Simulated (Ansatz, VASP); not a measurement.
## GaP: VASP beside Ansatz

File INCAR:

```
SYSTEM = GaP
ALGO     = Normal         ! electronic algorithm
EDIFF    = 1E-6           ! SCF threshold, eV
ENCUT    = 520            ! plane-wave cutoff, eV
GGA      = PS             ! functional
ISIF     = 2              ! what is computed and relaxed
ISMEAR   = -1             ! smearing method
LASPH    = .TRUE.         ! aspherical terms in the spheres
LCHARG   = .TRUE.         ! write CHGCAR
LELF     = .TRUE.         ! ELF
LREAL    = .FALSE.        ! projectors in reciprocal space
LVHAR    = .TRUE.       
LWAVE    = .FALSE.        ! write WAVECAR
NBANDS   = 16             ! bands
NELM     = 80             ! most SCF steps
PREC     = Accurate       ! precision mode
SIGMA    = 0.08           ! smearing width, eV
```

Contents of KPOINTS:

```
k-points
0
G
  12 12 12
  0 0 0
```

The input POSCAR:

```
GaP
1.0
    0.0000000000      2.7343040532      2.7343040532
    2.7343040532      0.0000000000      2.7343040532
    2.7343040532      2.7343040532      0.0000000000
Ga P
1 1
Direct
    0.0000000000      0.0000000000      0.0000000000
    0.7500000000      0.7500000000      0.7500000000
```

Input for Ansatz:

```yaml
crystal:
  lattice:
    - [0.0, 2.7343040532, 2.7343040532]
    - [2.7343040532, 0.0, 2.7343040532]
    - [2.7343040532, 2.7343040532, 0.0]
  atoms:
    - { symbol: Ga, position: [0.0, 0.0, 0.0] }
    - { symbol: P, position: [0.75, 0.75, 0.75] }
kpoints:
  mp_grid: { grid: [12, 12, 12] }
  band_path:
    path:
      - [0.0, 0.0, 0.0]
      - [-0.5, -0.5, 0.0]
      - [-0.375, -0.375, 0.25]
      - [-0.375, 0.0, 0.375]
      - [0.0, 0.0, 0.0]
      - [0.0, 0.0, 0.5]
      - [-0.5, -0.25, 0.25]
      - [-0.5, -0.5, 0.0]
    npoints: 5
scf:
  occupations: { method: fermi_dirac, width: 0.08 }
hamiltonian:
  xc: pbesol
  pseudopotentials: { kind: all_electron, lapw: { basis_error: 0.0005 } }
output:
  forces: true
  stress: true
  eigenvalues: true
```

Change from the starting cell: volume scaled by 1.01.

Alike in both runs: task single point; functional PBEsol; k mesh 12 × 12 × 12; occupations fermi-dirac, width 0.08 eV; no spin polarisation.

|  | VASP | Ansatz |
| --- | --- | --- |
| version | VASP 6.6.1 | Ansatz 0.2.0 |
| potentials or method | VASP PAW PBE potentials, release 64 (Ga_d, P) | all-electron LAPW, scalar-relativistic |
| plane-wave cutoff (eV) | 520 | see its input |

|  | VASP | Ansatz | Ansatz less VASP |
| --- | --- | --- | --- |
| pressure (GPa) | -1.4 | -1.4 | +0.07 |

Ansatz ran all-electron here, so the differences hold the error of VASP's frozen core and of both bases.

Caveats: the PAW data sets were made with another functional, which shifts forces and pressure a little (VASP). A k mesh can miss the band edges.
